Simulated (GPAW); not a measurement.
The system is CdSe.

```
Cd Se
1.0
     0.00000    3.07027    3.07027
     3.07027    0.00000    3.07027
     3.07027    3.07027    0.00000
Cd Se
1 1
Direct
  0.00000 0.00000 0.00000
  0.25000 0.25000 0.25000
```

Measurements of this composition are mostly on another form, of space group No. 186.

Base run:

* Program: GPAW 26.7.0
* Functional: LDA
* Potentials or basis: the program's PAW data sets (release 1.2.1) made for this functional
* Cutoff: 450 eV
* Basis: pw
* k mesh: 6 × 6 × 6
* Occupations: fermi-dirac, width 0.05 eV
* Spin: no spin polarisation

Its results: band gap on the k mesh 0.27 eV, direct.

Problem. After a change of settings the same cell gave: band gap on the k mesh, kohn-sham part alone 0.96 eV, direct. Which change was it?
A. functional from LDA to RPBE; cutoff from 450 eV to 500 eV
B. functional from LDA to TB-mBJ; potentials or basis from the program's PAW data sets (release 1.2.1) made for this functional to GPAW PAW data sets for LDA (gpaw-data 1.2.1); cutoff from 450 eV to 600 eV
C. functional from LDA to GLLB-SC; cutoff from 450 eV to 500 eV; occupations from fermi-dirac, width 0.05 eV to fermi-dirac, width 0.01 eV
D. occupations from fermi-dirac, width 0.05 eV to fermi-dirac, width 0.001 eV

Solution. C.

Caveats: a model potential gives levels but no total energy (some runs).

Not every run made on this cell is shown here.
